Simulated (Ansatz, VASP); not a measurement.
# One calculation of Si, two programs

```xyz
2
Lattice="0.0000 2.7136 2.7136 2.7136 0.0000 2.7136 2.7136 2.7136 0.0000" Properties=species:S:1:pos:R:3 pbc="T T T"
Si    4.0703    4.0703    4.0703
Si    2.7136    2.8136    2.7136
```

Alike in both runs: task single point; functional PBEsol; k mesh 6 × 6 × 6; occupations fermi-dirac, width 0.02 eV; no spin polarisation.

```csv
,VASP,Ansatz
version,VASP 6.6.1,Ansatz 0.2.0
potentials or method,"VASP PAW PBE potentials, release 64 (Si)","plane waves, PAW"
plane-wave cutoff (eV),520,470
valence electrons in the cell,8,8
```

```csv
,VASP,Ansatz,Ansatz less VASP
rms of the force components (eV/Å),0.739,0.738,-0.0009
```

Atom by atom the forces differ by 0.001 eV/Å (rms over components).

Caveats: the PAW data sets were made with another functional, which shifts forces and pressure a little (VASP).
